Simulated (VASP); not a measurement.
**From an Ansatz input to VASP: GaN (strained database structure)**

Ansatz input

```yaml
crystal:
  lattice:
    - [0.0, 2.3571272452, 2.1247222485]
    - [2.3571272452, 0.0, 2.1247222485]
    - [2.3571272452, 2.3571272452, 0.0]
  atoms:
    - { symbol: Ga, position: [0.0, 0.0, 0.0] }
    - { symbol: "N", position: [0.75, 0.75, 0.75] }
kpoints:
  mp_grid: { grid: [10, 10, 10] }
  band_path:
    path:
      - [0.0, 0.0, 0.0]
      - [-0.5, -0.5, 0.0]
      - [-0.375, -0.375, 0.25]
      - [-0.375, 0.0, 0.375]
      - [0.0, 0.0, 0.5]
      - [-0.5, -0.25, 0.25]
    npoints: 1
hamiltonian:
  xc: pbe
scf:
  occupations: { method: fermi_dirac, width: 0.02 }
  n_extra_bands: 4
output:
  forces: true
  stress: true
  eigenvalues: true
  write_density: true
  write_potential: true
  elf: true
  volumetric_format: npy
```

Q: Write VASP inputs for this cell and level of theory.

A: 

INCAR

```
ISMEAR = -1
ISIF = 2
LWAVE = .FALSE.
LREAL = .FALSE.
LELF = .TRUE.
LCHARG = .TRUE.
SIGMA = 0.02
NELM = 120
NSW = 0
NBANDS = 16
GGA = PE
EDIFF = 1E-7
IBRION = -1
ENCUT = 520
LASPH = .TRUE.
PREC = Accurate
```

KPOINTS

```
KPOINTS created by Atomic Simulation Environment
0
Gamma
10 10 10
0 0 0
```

KPOINTS_OPT

```
special points
6
Reciprocal
0.0000000000 0.0000000000 0.0000000000 1
-0.5000000000 -0.5000000000 0.0000000000 1
-0.3750000000 -0.3750000000 0.2500000000 1
-0.3750000000 0.0000000000 0.3750000000 1
0.0000000000 0.0000000000 0.5000000000 1
-0.5000000000 -0.2500000000 0.2500000000 1
```

POSCAR

```
Ga N
 1.0000000000000000
     0.0000000000000000    2.3571272452000001    2.1247222484999999
     2.3571272452000001    0.0000000000000000    2.1247222484999999
     2.3571272452000001    2.3571272452000001    0.0000000000000000
 Ga  N
   1   1
Cartesian
  0.0000000000000000  0.0000000000000000  0.0000000000000000
  3.5356908678000001  3.5356908678000001  3.1870833727500005
```

VASP ran with the recommended PBE PAW datasets (18 valence electrons in the cell). Other inputs would serve too.

|  | Ansatz | VASP |
| --- | --- | --- |
| gap between bands v and c | 1.23 eV | 1.23 eV |
| least direct gap | 1.23 eV | 1.23 eV |
| pressure | -1.3 GPa | -1.2 GPa |

Datasets and cutoffs are each program's own. VASP's cell holds 18 valence electrons and Ansatz's 18. Ansatz's stress includes a Pulay correction; VASP's doesn't.
